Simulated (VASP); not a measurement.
# SrO in VASP: one cell, several levels of theory, part 2 of 2

VASP 6.6.1, plane waves, PAW. The steps go on from the part before.

## Step 3: r2SCAN at this geometry

Contents of INCAR:

```
ENCUT = 520.000000
SIGMA = 0.010000
EDIFF = 1.00e-07
ALGO = Normal
METAGGA = R2SCAN
PREC = Accurate
IBRION = -1
ISIF = 2
ISMEAR = 0
NBANDS = 15
NELM = 120
NSW = 0
LASPH = .TRUE.
LCHARG = .FALSE.
LWAVE = .FALSE.
LREAL = .FALSE.
```

Contents of KPOINTS:

```
KPOINTS created by Atomic Simulation Environment
0
Gamma
8 8 8
0 0 0
```

Contents of KPOINTS_OPT:

```
special points
8
Reciprocal
0.0000000000 0.0000000000 0.0000000000 1
0.5000000000 0.0000000000 0.5000000000 1
0.6250000000 0.2500000000 0.6250000000 1
0.3750000000 0.3750000000 0.7500000000 1
0.5000000000 0.5000000000 0.5000000000 1
0.5000000000 0.2500000000 0.7500000000 1
-0.0052080000 0.0000000000 -0.0052080000 1
0.5000000000 0.5000000000 0.0000000000 1
```

Contents of POSCAR:

```
Sr O
 1.0000000000000000
     0.0000000000000000    2.6056912490999999    2.5669928641999999
     2.6056912490999999    0.0000000000000000    2.5669928641999999
     2.6056912490999999    2.6056912490999999    0.0000000000000000
 Sr  O
   1   1
Cartesian
  0.0000000000000000  0.0000000000000000  0.0000000000000000
  2.6056912491000004  2.6056912491000004  2.5669928642000004
```

Command:

```sh
$ mpirun -np 1 vasp_std
```

Standard output, without the iteration lines:

```text
POSCAR found type information on POSCAR SrO
 POSCAR found :  2 types and       2 ions
 -----------------------------------------------------------------------------
|                                                                             |
|                                                                             |
|     You enforced a specific xc type in the INCAR file but a different       |
|     I HOPE YOU KNOW WHAT YOU ARE DOING!                                     |
|                                                                             |
 -----------------------------------------------------------------------------

 LDA part: xc-table for (None), standard interpolation
 POSCAR, INCAR and KPOINTS ok, starting setup
 FFT: planning ... GRIDC
 FFT: planning ... GRID_SOFT
 FFT: planning ... GRID
 WAVECAR not read
 entering main loop
 Start KPOINTS_OPT (optional k-point list driver)
k-point batch [1-8\8]
```

OSZICAR:

```text
N       E                     dE             d eps       ncg     rms          rms(c)
DAV:   1     0.506257081353E+02    0.50626E+02   -0.86332E+03  1778   0.106E+03
DAV:   2    -0.313020018523E+02   -0.81928E+02   -0.74419E+02  2545   0.225E+02
DAV:   3    -0.346552769245E+02   -0.33533E+01   -0.33291E+01  2360   0.409E+01
DAV:   4    -0.347115181407E+02   -0.56241E-01   -0.56235E-01  2152   0.507E+00
DAV:   5    -0.347124292329E+02   -0.91109E-03   -0.91109E-03  2271   0.517E-01    0.153E+01
DAV:   6    -0.269085034660E+02    0.78039E+01   -0.45655E+00  2463   0.168E+01    0.144E+01
DAV:   7    -0.270364775797E+02   -0.12797E+00   -0.17606E-01  1784   0.377E+00    0.823E+00
DAV:   8    -0.270560300904E+02   -0.19553E-01   -0.90975E-02  1798   0.316E+00    0.777E-01
DAV:   9    -0.270532919736E+02    0.27381E-02   -0.17019E-02  2267   0.123E+00    0.242E-01
DAV:  10    -0.270532513871E+02    0.40587E-04   -0.17724E-03  1910   0.422E-01    0.123E-01
DAV:  11    -0.270534357742E+02   -0.18439E-03   -0.35336E-04  1784   0.180E-01    0.684E-02
DAV:  12    -0.270534383934E+02   -0.26192E-05   -0.27094E-05  2274   0.416E-02    0.199E-02
DAV:  13    -0.270534354700E+02    0.29234E-05   -0.80437E-06  2218   0.273E-02    0.118E-02
DAV:  14    -0.270534347997E+02    0.67031E-06   -0.83174E-07  2141   0.798E-03    0.336E-03
DAV:  15    -0.270534345569E+02    0.24283E-06   -0.47058E-08  1051   0.182E-03    0.251E-03
DAV:  16    -0.270534345186E+02    0.38217E-07   -0.27318E-08   955   0.146E-03
   1 F= -.27053435E+02 E0= -.27053435E+02  d E =-.335576-126
       N       E                     dE             ncg
DAV:   1     0.698354205008E+03   -0.48007E+04      240
DAV:   2     0.760317308411E+02   -0.62232E+03      331
DAV:   3     0.529374611858E+02   -0.23094E+02      341
DAV:   4     0.525320630816E+02   -0.40540E+00      269
DAV:   5     0.525210425055E+02   -0.11021E-01      310
DAV:   6     0.525206456633E+02   -0.39684E-03      283
DAV:   7     0.525206300164E+02   -0.15647E-04      276
DAV:   8     0.525206297534E+02   -0.26303E-06      229
DAV:   9     0.525206297471E+02   -0.63123E-08      169
```

OUTCAR, selected sections:

```text
k-points           NKPTS =     59   k-points in BZ     NKDIM =     59   number of bands    NBANDS=     15

   NELECT =      16.0000    total number of electrons

   dimension x,y,z NGX =    28 NGY =   28 NGZ =   28
   dimension x,y,z NGXF=    56 NGYF=   56 NGZF=   56

  energy-cutoff  :      520.00
  volume of cell :       34.86
      direct lattice vectors                 reciprocal lattice vectors
     0.000000000  2.605691249  2.566992864    -0.191887661  0.191887661  0.194780440
     2.605691249  0.000000000  2.566992864     0.191887661 -0.191887661  0.194780440
     2.605691249  2.605691249  0.000000000     0.191887661  0.191887661 -0.194780440

 k-points in reciprocal lattice and weights: KPOINTS created by Atomic Simulation Env
   0.00000000  0.00000000  0.00000000       0.002
   0.12500000  0.00000000  0.00000000       0.016
   0.25000000  0.00000000  0.00000000       0.016
   0.37500000  0.00000000  0.00000000       0.016
   0.50000000  0.00000000  0.00000000       0.008
   0.12500000  0.12500000  0.00000000       0.004
   0.25000000  0.12500000  0.00000000       0.016
   0.37500000  0.12500000  0.00000000       0.016
[... 51 more k-points ...]

 E-fermi :   1.4272

 k-point     1 :       0.0000    0.0000    0.0000
  band No.  band energies     occupation
      1     -32.3373      2.00000
      2     -14.7711      2.00000
      3     -13.3903      2.00000
      4     -13.3903      2.00000
      5     -13.3769      2.00000
      6       1.2100      2.00000
      7       1.2100      2.00000
      8       1.2599      2.00000
      9       5.6934      0.00000
     10       7.9111      0.00000
     11       7.9111      0.00000
     12       8.0188      0.00000
     13      10.1089      0.00000
     14      10.3197      0.00000
     15      14.3954      0.00000

 k-point     2 :       0.1250    0.0000    0.0000
  band No.  band energies     occupation
      1     -32.3193      2.00000
      2     -15.0577      2.00000
      3     -13.4029      2.00000
      4     -13.3914      2.00000
      5     -13.1427      2.00000
      6       0.8063      2.00000
      7       1.0284      2.00000
      8       1.0568      2.00000
      9       6.3670      0.00000
     10       7.7842      0.00000
     11       8.2196      0.00000
     12       8.2833      0.00000
     13      10.5019      0.00000
     14      10.7200      0.00000
     15      15.3897      0.00000

 k-point     3 :       0.2500    0.0000    0.0000
  band No.  band energies     occupation
      1     -32.2755      2.00000
      2     -15.5566      2.00000
      3     -13.4328      2.00000
      4     -13.4132      2.00000
      5     -12.7518      2.00000
      6       0.0209      2.00000
      7       0.6320      2.00000
      8       0.6454      2.00000
      9       7.6758      0.00000
     10       7.9118      0.00000
     11       9.0545      0.00000
     12       9.0916      0.00000
     13      11.4951      0.00000
     14      11.7230      0.00000
     15      17.3547      0.00000

 k-point     4 :       0.3750    0.0000    0.0000
  band No.  band energies     occupation
      1     -32.2311      2.00000
      2     -15.9438      2.00000
      3     -13.4623      2.00000
      4     -13.4348      2.00000
      5     -12.4728      2.00000
      6      -0.6093      2.00000
      7       0.2814      2.00000
      8       0.2821      2.00000
      9       7.9969      0.00000
     10       9.4073      0.00000
     11      10.0660      0.00000
     12      10.0865      0.00000
     13      12.7456      0.00000
     14      12.9511      0.00000
     15      17.2647      0.00000

 k-point     5 :       0.5000    0.0000    0.0000
  band No.  band energies     occupation
      1     -32.2125      2.00000
      2     -16.0866      2.00000
      3     -13.4744      2.00000
      4     -13.4436      2.00000
      5     -12.3750      2.00000
      6      -0.8436      2.00000
      7       0.1424      2.00000
      8       0.1467      2.00000
      9       8.2256      0.00000
     10      10.0942      0.00000
     11      10.5525      0.00000
     12      10.5745      0.00000
     13      13.5830      0.00000
     14      13.7367      0.00000
     15      16.6555      0.00000

 k-point     6 :       0.1250    0.1250    0.0000
  band No.  band energies     occupation
      1     -32.3126      2.00000
      2     -15.1162      2.00000
      3     -13.4417      2.00000
      4     -13.4417      2.00000
      5     -13.0295      2.00000
      6       0.5191      2.00000
      7       1.1354      2.00000
      8       1.1354      2.00000
      9       6.4090      0.00000
     10       7.2976      0.00000
     11       8.5823      0.00000
     12       8.5823      0.00000
     13      10.3285      0.00000
     14      11.1776      0.00000
     15      15.7265      0.00000

 k-point     7 :       0.2500    0.1250    0.0000
  band No.  band energies     occupation
      1     -32.2771      2.00000
      2     -15.4419      2.00000
      3     -13.4903      2.00000
      4     -13.4665      2.00000
      5     -12.8069      2.00000
      6       0.0225      2.00000
      7       0.8405      2.00000
      8       0.9306      2.00000
      9       6.9787      0.00000
     10       7.4062      0.00000
     11       9.3031      0.00000
     12       9.4199      0.00000
     13      10.9238      0.00000
     14      12.0317      0.00000
     15      17.4201      0.00000

 k-point     8 :       0.3750    0.1250    0.0000
  band No.  band energies     occupation
      1     -32.2332      2.00000
      2     -15.7831      2.00000
      3     -13.5201      2.00000
      4     -13.4937      2.00000
      5     -12.6259      2.00000
      6      -0.3532      2.00000
      7       0.4003      2.00000
      8       0.5728      2.00000
      9       7.2896      0.00000
     10       8.7010      0.00000
     11      10.2240      0.00000
     12      10.3558      0.00000
     13      12.1474      0.00000
     14      12.9233      0.00000
     15      17.5874      0.00000

[... the tables of k-points 9 to 59 left out ...]

  Total       -0.3202926     -0.3202926      0.1137684      0.0000000      0.0000000      0.0000000
  in kB      -14.7216637    -14.7216637      5.2291555      0.0000000      0.0000000      0.0000000
  external PRESSURE =      -8.0713906 kB  Pullay stress =       0.0000000 kB

 POSITION                                       TOTAL-FORCE (eV/Angst)
 -----------------------------------------------------------------------------------
      0.00000      0.00000      0.00000         0.000000     -0.000000      0.000000
      2.60569      2.60569      2.56699        -0.000000      0.000000      0.000000
 -----------------------------------------------------------------------------------
    total drift:                                0.000000      0.000000      0.000000

  FREE ENERGIE OF THE ION-ELECTRON SYSTEM (eV)
  ---------------------------------------------------
  free  energy   TOTEN  =       -27.0534345186 eV

  energy  without entropy=      -27.0534345186  energy(sigma->0) =      -27.05343452
```

Hardware: 1 MPI rank of Intel Xeon Platinum 8488C, shared host.

The levels at the points of KPOINTS_OPT are read from vasprun.xml.

Band energies at the special points (eV, zero at the top of v, the last band that the electrons fill by count):

```tsv
point	v−1	v	c	c+1
Γ	-0.05	0.00	4.43	6.65
X	-0.16	-0.09	3.74	8.29
U	-0.59	-0.56	5.24	8.34
K	-0.59	-0.47	5.16	8.33
L	-1.12	-1.11	6.97	8.83
W	-0.51	-0.43	6.39	6.44
```

Gap with r2SCAN: 3.68 eV, valence top at Γ, conduction bottom at (0.50, 0.50, 0.00). Least direct gap: 3.84 eV. The pressure is -0.81 GPa; the forces vanish within 0.01 eV/Å.

## Step 4: Summary

What follows sums up all 2 parts.

```
 level  gap (eV)  pressure (GPa)  Ansatz: gap (eV)  Ansatz: pressure (GPa)
   PBE      3.21            1.04              3.26                    0.52
r2SCAN      3.68           -0.81              3.73                   -1.30
```

In words: The gap spans 3.21 eV (PBE) to 3.68 eV (r2SCAN). At this one volume the pressure spans -0.8 GPa (r2SCAN) to 1.0 GPa (PBE): PBE wants the largest cell and r2SCAN the smallest. The two programs agree on the gap within 0.06 eV, far less than the spread between functionals. The two codes have different PAW datasets and cutoffs.
